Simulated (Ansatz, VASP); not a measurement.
One calculation of MoS, two programs

```xyz
2
Lattice="2.9444 0.0000 0.0000 0.0000 2.9444 0.0000 0.0000 0.0000 2.9444" Properties=species:S:1:pos:R:3 pbc="T T T"
Mo    0.0000    0.0000    0.0000
S     1.4722    1.4722    1.4722
```

Alike in both runs: task single point; functional PBEsol; k mesh 10 × 10 × 10; occupations gaussian, width 0.05 eV; collinear spin.

|  | VASP | Ansatz |
| --- | --- | --- |
| version | VASP 6.6.1 | Ansatz 0.2.0 |
| potentials or method | VASP PAW PBE potentials, release 64 (Mo_sv, S) | scalar-relativistic, plane waves, PAW |
| plane-wave cutoff (eV) | 520 | 420 |
| valence electrons in the cell | 20 | 20 |

|  | VASP | Ansatz | Ansatz less VASP |
| --- | --- | --- | --- |
| gap on the k mesh at the Fermi level (eV) | none | none | - |
| pressure (GPa) | 6.9 | 6.3 | -0.53 |
| net moment per atom (μB) | 0.00 | 0.00 | 0.000 |

A gap of «none» marks a metal or a gap that the smearing closes. Ansatz warned: «seeded_moment_not_kept».

Caveats: the PAW data sets were made with another functional, which shifts forces and pressure a little (VASP).
